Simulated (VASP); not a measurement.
# Cu3Au (Auricupride) (Pm-3m) in VASP: notebook

The runs below take Cu3Au (Auricupride) through band structure, with r2SCAN, SCAN, rSCAN.

Everything below comes from runs of VASP 6.6.1. Logs are shortened: lines on timing, memory, paths and dates and some standing lists are left out, and cuts for length are marked.

## Step 1: The crystal as given

It takes space group Pm-3m (No. 221, cubic). The conventional cell has a = 3.740 Å, b = 3.740 Å, c = 3.740 Å, α = 90.00°, β = 90.00°, γ = 90.00°. Au (site symmetry m-3m) is surrounded by 12 Cu at 2.64 Å. Around Cu (site symmetry 4/mmm) lie 4 Au at 2.64 Å and 8 Cu at 2.64 Å.

## Step 2: Band structure, r2SCAN

Input file INCAR:

```
ALGO = Normal
EDIFF = 1E-6
ENCUT = 520
ISIF = 2
ISMEAR = -1
LASPH = True
LCHARG = False
LMAXMIX = 4
LMIXTAU = True
LREAL = False
LWAVE = False
METAGGA = R2SCAN
NELM = 100
PREC = Accurate
SIGMA = 0.05
```

Input file KPOINTS:

```
k-points
0
Gamma
  7 7 7
```

Input file POSCAR:

```
Cu3Au
1.0
    3.7400000000      0.0000000000      0.0000000000
    0.0000000000      3.7400000000      0.0000000000
    0.0000000000      0.0000000000      3.7400000000
Au Cu
1 3
Direct
    0.0000000000      0.0000000000      0.0000000000
    0.5000000000      0.5000000000      0.0000000000
    0.5000000000      0.0000000000      0.5000000000
    0.0000000000      0.5000000000      0.5000000000
```

Input file KPOINTS_OPT:

```
path GXMGRX,MR
10
line-mode
reciprocal
 0.0000000000  0.0000000000  0.0000000000  G
 0.0000000000  0.5000000000  0.0000000000  X

 0.0000000000  0.5000000000  0.0000000000  X
 0.5000000000  0.5000000000  0.0000000000  M

 0.5000000000  0.5000000000  0.0000000000  M
 0.0000000000  0.0000000000  0.0000000000  G

 0.0000000000  0.0000000000  0.0000000000  G
 0.5000000000  0.5000000000  0.5000000000  R

 0.5000000000  0.5000000000  0.5000000000  R
 0.0000000000  0.5000000000  0.0000000000  X

 0.5000000000  0.5000000000  0.0000000000  M
 0.5000000000  0.5000000000  0.5000000000  R
```

Potentials or basis: VASP PAW PBE potentials, release 64 (Au, Cu).

The run is started by

```bash
$ cat potpaw_PBE.64/Au/POTCAR potpaw_PBE.64/Cu/POTCAR > POTCAR
$ mpirun -np 1 vasp_std > vasp.out
```

OUTCAR:

```text
EDIFF = 1E-6
   ENCUT = 520
   ISIF = 2
   ISMEAR = -1
   LASPH = True
   LREAL = False
   METAGGA = R2SCAN
   NELM = 100
   PREC = Accurate

 ion  position               nearest neighbor table
   1  0.000  0.000  0.000-   2 2.64   3 2.64   4 2.64   3 2.64   4 2.64   2 2.64   4 2.64   4 2.64
                             2 2.64   3 2.64   3 2.64   2 2.64
   2  0.500  0.500  0.000-   1 2.64   3 2.64   4 2.64   3 2.64   4 2.64   1 2.64   3 2.64   3 2.64
                             1 2.64   4 2.64   4 2.64   1 2.64
   3  0.500  0.000  0.500-   1 2.64   2 2.64   4 2.64   1 2.64   2 2.64   2 2.64   4 2.64   2 2.64
                             1 2.64   4 2.64   1 2.64   4 2.64
   4  0.000  0.500  0.500-   1 2.64   2 2.64   3 2.64   1 2.64   2 2.64   1 2.64   3 2.64   1 2.64
                             2 2.64   3 2.64   2 2.64   3 2.64

  LATTYP: Found a simple cubic cell.
 ALAT       =     3.7400000000

  Lattice vectors:

 A1 = (   3.7400000000,   0.0000000000,   0.0000000000)
 A2 = (   0.0000000000,   3.7400000000,   0.0000000000)
 A3 = (   0.0000000000,   0.0000000000,   3.7400000000)

Analysis of symmetry for initial positions (statically):
=====================================================================
 Subroutine PRICEL returns:
 Original cell was already a primitive cell.

 Routine SETGRP: Setting up the symmetry group for a
 simple cubic supercell.

 Subroutine GETGRP returns: Found 48 space group operations
 (whereof 48 operations were pure point group operations)
 out of a pool of 48 trial point group operations.

The static configuration has the point symmetry O_h .

Analysis of symmetry for dynamics (positions and initial velocities):
=====================================================================
 Subroutine PRICEL returns:
 Original cell was already a primitive cell.

 Routine SETGRP: Setting up the symmetry group for a
 simple cubic supercell.

 Subroutine GETGRP returns: Found 48 space group operations
 (whereof 48 operations were pure point group operations)
 out of a pool of 48 trial point group operations.

The dynamic configuration has the point symmetry O_h .

 Subroutine INISYM returns: Found 48 space group operations
 (whereof 48 operations are pure point group operations),
 and found     1 'primitive' translations

----------------------------------------------------------------------------------------

                                     Primitive cell

  volume of cell :      52.3136

  direct lattice vectors                    reciprocal lattice vectors
     3.740000000  0.000000000  0.000000000     0.267379679  0.000000000  0.000000000
     0.000000000  3.740000000  0.000000000     0.000000000  0.267379679  0.000000000
     0.000000000  0.000000000  3.740000000     0.000000000  0.000000000  0.267379679

  length of vectors
     3.740000000  3.740000000  3.740000000     0.267379679  0.267379679  0.267379679

  position of ions in fractional coordinates (direct lattice)
     0.000000000  0.000000000  0.000000000
     0.500000000  0.500000000  0.000000000
     0.500000000  0.000000000  0.500000000
     0.000000000  0.500000000  0.500000000

  ion indices of the primitive-cell ions
   primitive index   ion index
                 1           1
                 2           2
                 3           3
                 4           4

----------------------------------------------------------------------------------------

 KPOINTS: k-points

Automatic generation of k-mesh.
 Grid dimensions read from file:
 generate k-points for:    7    7    7

 Generating k-lattice:

  Cartesian coordinates                     Fractional coordinates (reciprocal lattice)
     0.038197097  0.000000000  0.000000000     0.142857143  0.000000000  0.000000000
     0.000000000  0.038197097  0.000000000     0.000000000  0.142857143  0.000000000
     0.000000000  0.000000000  0.038197097     0.000000000  0.000000000  0.142857143

  Length of vectors
     0.038197097  0.038197097  0.038197097

  Shift w.r.t. Gamma in fractional coordinates (k-lattice)
     0.000000000  0.000000000  0.000000000

 Subroutine IBZKPT returns following result:
 ===========================================

 Found     20 irreducible k-points:

 Following reciprocal coordinates:
            Coordinates               Weight
  0.000000  0.000000  0.000000      1.000000
  0.142857  0.000000  0.000000      6.000000
  0.285714  0.000000  0.000000      6.000000
  0.428571  0.000000  0.000000      6.000000
  0.142857  0.142857  0.000000     12.000000
  0.285714  0.142857  0.000000     24.000000
[... 12 lines left out ...]
  0.428571  0.428571  0.285714     24.000000
  0.428571  0.428571  0.428571      8.000000
   k-points           NKPTS =     20   k-points in BZ     NKDIM =     20   number of bands    NBANDS=     26
   number of dos      NEDOS =    301   number of ions     NIONS =      4
   total plane-waves  NPLWV =  21952
   dimension x,y,z NGX =    28 NGY =   28 NGZ =   28
   dimension x,y,z NGXF=    56 NGYF=   56 NGZF=   56
   ions per type =               1   3
   NGX,Y,Z   is equivalent  to a cutoff of  12.45, 12.45, 12.45 a.u.
   NGXF,Y,Z  is equivalent  to a cutoff of  24.89, 24.89, 24.89 a.u.
 SYSTEM =  unknown system
   PREC   = accura    normal or accurate (medium, high low for compatibility)
   ISTART =      0    job   : 0-new  1-cont  2-samecut
   ICHARG =      2    charge: 1-file 2-atom 10-const
   ISPIN  =      1    spin polarized calculation?
   LNONCOLLINEAR =      F non collinear calculations
   LSORBIT =      F    spin-orbit coupling
   LASPH  =      T    aspherical Exc in radial PAW
   ENCUT  =  520.0 eV  38.22 Ry    6.18 a.u.   6.95  6.95  6.95*2*pi/ulx,y,z
   NELM   =    100;   NELMIN=  2; NELMDL= -5     # of ELM steps
   EDIFF  = 0.1E-05   stopping-criterion for ELM
   LREAL  =      F    real-space projection
   EDIFFG = 0.1E-04   stopping-criterion for IOM
   NSW    =      0    number of steps for IOM
   IBRION =     -1    ionic relax: 0-MD 1-quasi-New 2-CG
   NFREE  =      0    steps in history (QN), initial steepest desc. (CG)
   ISIF   =      2    stress and relaxation
   ISYM   =      2    0-nonsym 1-usesym 2-fastsym
   POTIM  = 0.5000    time-step for ionic-motion
   TEBEG  =    0.0;   TEEND  =   0.0 temperature during run
   PSTRESS=    0.0 pullay stress
   NELECT =      44.0000    total number of electrons
   NUPDOWN=      -1.0000    fix difference up-down
   EMIN   =  10.00;   EMAX   =-10.00  energy-range for DOS
   EFERMI =   0.00;   METHOD = LEGACY
   ISMEAR =    -1;   SIGMA  =   0.05  broadening in eV -4-tet -1-fermi 0-gaus
   EFERMI_NEDOS =   21; number of points for ismear=-14 and -15
   IALGO  =     38    algorithm
   IMIX   =      4    mixing-type and parameters
     AMIX     =   0.40;   BMIX     =  1.00
     AMIX_MAG =   1.60;   BMIX_MAG =  1.00
  volume/ion in A,a.u.               =      13.08        88.26
  Fermi-wavevector in a.u.,A,eV,Ry     =   1.545328  2.920247 32.491255  2.388040
  Thomas-Fermi vector in A             =   2.650723
   LORBIT       =      0    0 simple, 1 ext, 2 COOP (PROOUT), +10 PAW based schemes
   METAGGA = R2SCAN    functional components
   LHFCALC =     F    Hartree Fock is set to
   AEXX    =    0.0000 exact exchange contribution
   IVDW    =     0    specifies the selected vdW correction
   LEPSILON=     F    determine dielectric tensor
   LRPA    =     F    only Hartree local field effects (RPA)
 non-spin polarized calculation
  energy-cutoff  :      520.00
  volume of cell :       52.31
 maximum number of plane-waves:      1422
 NGX is ok and might be reduce to    28
   NGX = 13   NGY = 13   NGZ = 13

 number of electron      44.0000060 magnetization

 Free energy of the ion-electron system (eV)
  ---------------------------------------------------
  ext. energy  EPLUGINS =         0.00000000
  ---------------------------------------------------
  free energy    TOTEN  =       -83.26773682 eV

  energy without entropy =      -83.25644870  energy(sigma->0) =      -83.26209276

 E-fermi :   8.1241     XC(G=0): -13.7223

 val. band max:        8.0724168365   @ k =   0.4286   0.4286   0.0000
 cond. band min:       8.1271409351   @ k =   0.2857   0.2857   0.0000
 fundamental gap:      0.0547240985
 Fermi energy:         8.1240913990

 k-point     1 :       0.0000    0.0000    0.0000
  band No.  band energies     occupation
      1      -1.8088      2.00000
      2       1.4824      2.00000
      3       1.4824      2.00000
      4       2.3292      2.00000
      5       2.3292      2.00000
      6       2.3292      2.00000
[... 18 lines left out ...]
     25      14.4308      0.00000
     26      16.2248      0.00000

 k-point     2 :       0.1429    0.0000    0.0000
  band No.  band energies     occupation
      1      -1.5537      2.00000
      2       1.5730      2.00000
      3       1.6052      2.00000
      4       2.3800      2.00000
      5       2.3888      2.00000
      6       2.3888      2.00000
[... 18 lines left out ...]
     25      14.9351      0.00000
     26      16.1577      0.00000

 k-point     3 :       0.2857    0.0000    0.0000
  band No.  band energies     occupation
      1      -0.8298      2.00000
      2       1.7941      2.00000
      3       1.8523      2.00000
      4       2.5049      2.00000
      5       2.5482      2.00000
      6       2.5482      2.00000
[... 18 lines left out ...]
     25      15.3559      0.00000
     26      15.9856      0.00000

 k-point     4 :       0.4286    0.0000    0.0000
  band No.  band energies     occupation
      1       0.1335      2.00000
      2       1.7707      2.00000
      3       1.9937      2.00000
      4       2.6195      2.00000
      5       2.7179      2.00000
      6       2.7179      2.00000
[... 18 lines left out ...]
     25      15.8065      0.00000
     26      15.8259      0.00000
[... 380 lines left out ...]
      1       1.3438      2.00000
      2       1.8137      2.00000
      3       1.9323      2.00000
      4       2.7065      2.00000
      5       2.8920      2.00000
      6       3.4115      2.00000
[... 18 lines left out ...]
     25      12.1366      0.00000
     26      13.0805      0.00000

 k-point    19 :       0.4286    0.4286    0.2857
  band No.  band energies     occupation
      1       1.4771      2.00000
      2       1.7394      2.00000
      3       1.8051      2.00000
      4       2.6033      2.00000
      5       3.1777      2.00000
      6       3.5277      2.00000
[... 18 lines left out ...]
     25      12.2596      0.00000
     26      13.4870      0.00000

 k-point    20 :       0.4286    0.4286    0.4286
  band No.  band energies     occupation
      1       1.4670      2.00000
      2       1.5372      2.00000
      3       1.5372      2.00000
      4       2.6578      2.00000
      5       3.4402      2.00000
      6       3.4402      2.00000
[... 18 lines left out ...]
     25      11.2392      0.00000
     26      12.8294      0.00000

------------------------ aborting loop because EDIFF is reached ----------------------------------------

  FORCE on cell =-STRESS in cart. coord.  units (eV):
  Direction    XX          YY          ZZ          XY          YZ          ZX
  --------------------------------------------------------------------------------------
  -------------------------------------------------------------------------------------
  Total       -0.0788848     -0.0788848     -0.0788848      0.0000000      0.0000000      0.0000000
  in kB       -2.4159557     -2.4159557     -2.4159557      0.0000000      0.0000000      0.0000000
  external PRESSURE =      -2.4159557 kB  Pullay stress =       0.0000000 kB

 VOLUME and BASIS-vectors are now :
 -----------------------------------------------------------------------------
  energy-cutoff  :      520.00
  volume of cell :       52.31
      direct lattice vectors                 reciprocal lattice vectors
     3.740000000  0.000000000  0.000000000     0.267379679  0.000000000  0.000000000
     0.000000000  3.740000000  0.000000000     0.000000000  0.267379679  0.000000000
     0.000000000  0.000000000  3.740000000     0.000000000  0.000000000  0.267379679

 POSITION                                       TOTAL-FORCE (eV/Angst)
 -----------------------------------------------------------------------------------
      0.00000      0.00000      0.00000         0.000000      0.000000      0.000000
      1.87000      1.87000      0.00000         0.000000      0.000000      0.000000
      1.87000      0.00000      1.87000         0.000000      0.000000      0.000000
      0.00000      1.87000      1.87000         0.000000      0.000000      0.000000
 -----------------------------------------------------------------------------------
    total drift:                                0.000000      0.000000      0.000000

  FREE ENERGIE OF THE ION-ELECTRON SYSTEM (eV)
  ---------------------------------------------------
  free  energy   TOTEN  =       -83.2677368161 eV

  energy  without entropy=      -83.2564486995  energy(sigma->0) =      -83.26209276
```

Run time: 3.1 min. Hardware: 1 thread of Intel Xeon Platinum 8375C at 2.90GHz (Ice Lake), shared host; peak memory 0.2 GiB.

What came out:

| Property | Result |
| --- | --- |
| Free energy | -83.2677 eV |
| Pressure | -0.2 GPa |
| Band gap along the path | none (metal or under the smearing width) |

Levels at the corners of the path, in eV from the Fermi level:
```
point  band 20  band 21  band 22  band 23  band 24  band 25
    Γ    -1.41    -1.41     1.43     1.43     1.43     6.31
    X    -1.98    -1.57    -1.41     6.13     6.13     6.99
    X    -1.98    -1.57    -1.41     6.13     6.13     6.99
    M    -2.20    -0.48    -0.48    -0.39     0.43     9.02
    M    -2.20    -0.48    -0.48    -0.39     0.43     9.02
    Γ    -1.41    -1.41     1.43     1.43     1.43     6.31
    Γ    -1.41    -1.41     1.43     1.43     1.43     6.31
    R    -1.65    -1.05    -0.97    -0.97    -0.97     2.60
    R    -1.65    -1.05    -0.97    -0.97    -0.97     2.60
    X    -1.98    -1.57    -1.41     6.13     6.13     6.99
    M    -2.20    -0.48    -0.48    -0.39     0.43     9.02
    R    -1.65    -1.05    -0.97    -0.97    -0.97     2.60
```

Caveat: the PAW data sets were made with another functional, which shifts forces and pressure a little; spin-orbit coupling is left out, which moves the levels of the heavy elements.

## Step 3: Band structure, r2SCAN, spin-orbit coupling, no magnetisation

Input file INCAR:

```
SYSTEM = Cu3Au
PREC = Accurate ; ENCUT = 520
EDIFF = 1E-6 ; ISMEAR = -1
SIGMA = 0.05 ; LREAL = .False.
LASPH = .True. ; NELM = 80
ALGO = Normal ; ISIF = 2
LWAVE = .False. ; LCHARG = .False.
MAGMOM = 0 0 0 0 0 0 0 0 0 0 0 0 ; LORBIT = 11
LSORBIT = .True. ; GGA_COMPAT = .False.
LMAXMIX = 4 ; METAGGA = R2SCAN
LMIXTAU = .True.
```

Input file KPOINTS:

```
regular mesh
0
Gamma
  5 5 5
  0 0 0
```

POSCAR is that of step 2.

KPOINTS_OPT is that of step 2.

Potentials or basis: VASP PAW PBE potentials, release 64 (Au, Cu).

The run is started by

```bash
$ cat potpaw_PBE.64/Au/POTCAR potpaw_PBE.64/Cu/POTCAR > POTCAR
$ mpirun -np 1 vasp_ncl > vasp.out
```

Run time: 16 min. Hardware: 1 thread of Intel Xeon Platinum 8375C at 2.90GHz (Ice Lake), shared host; peak memory 0.32 GiB.

The run converged. Its results:

```
Free energy                                           : -83.4841 eV
Pressure                                              : -0.3 GPa
Valence electrons inside the program's atomic spheres : Au 9.83; Cu 10.01
```

Caveat: the PAW data sets were made with another functional, which shifts forces and pressure a little.

(Part 1 of 2 ends here.)
